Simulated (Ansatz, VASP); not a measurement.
## InSb3 in VASP and in Ansatz

The input INCAR:

```
ALGO = Normal ; EDIFF = 1E-6
ENCUT = 520 ; GGA = PS
ISIF = 2 ; ISMEAR = -1
IVDW = 13 ; LASPH = True
LCHARG = False ; LREAL = False
LWAVE = False ; NBANDS = 22
NELM = 100 ; PREC = Accurate
SIGMA = 0.05
```

KPOINTS

```
k-points
0
Gamma
  4 4 4
```

POSCAR

```
InSb3
1.0
    0.0000000000      3.7945550000      3.7945550000
    3.7945550000      0.0000000000      3.7945550000
    3.7945550000      3.7945550000      0.0000000000
In Sb
1 3
Direct
    0.0000000000      0.0000000000      0.0000000000
    0.2500000000      0.2500000000      0.2500000000
    0.7500000000      0.7500000000      0.7500000000
    0.5000000000      0.5000000000      0.5000000000
```

Input for Ansatz:

```yaml
crystal:
  lattice:
    - [0.0, 3.794555, 3.794555]
    - [3.794555, 0.0, 3.794555]
    - [3.794555, 3.794555, 0.0]
  atoms:
    - { symbol: In, position: [0.0, 0.0, 0.0] }
    - { symbol: Sb, position: [0.25, 0.25, 0.25] }
    - { symbol: Sb, position: [0.75, 0.75, 0.75] }
    - { symbol: Sb, position: [0.5, 0.5, 0.5] }
basis:
  ecutwfc: 500.0
kpoints:
  mp_grid:
    grid: [4, 4, 4]
hamiltonian:
  xc: pbesol
  dispersion: d4
scf:
  occupations:
    method: fermi_dirac
    width: 0.05
output:
  stress: true
```

The cell comes from a database or a generator and needn't be the stable form of this composition.

Alike in both runs: task single point; functional PBEsol; dispersion D4; k mesh 4 × 4 × 4; occupations fermi-dirac, width 0.05 eV; no spin polarisation.

|  | VASP | Ansatz |
| --- | --- | --- |
| version | VASP 6.6.1 | Ansatz 0.2.0 |
| potentials or method | VASP PAW PBE potentials, release 64 (In_d, Sb) | plane waves, PAW |
| plane-wave cutoff (eV) | 520 | 500 |
| valence electrons in the cell | 28 | 58 |

|  | VASP | Ansatz | Ansatz less VASP |
| --- | --- | --- | --- |
| pressure (GPa) | -5.9 | -5.9 | +0.02 |
| dispersion energy (meV/atom) | -289.2 | -289.4 | -0.22 |

The two sets of potentials don't hold the same shells in valence.

Caveats: the PAW data sets were made with another functional, which shifts forces and pressure a little (VASP); pairwise dispersion overbinds metals, which lowers pressure and volume. Spin-orbit coupling is left out, which matters for the levels of Sb.
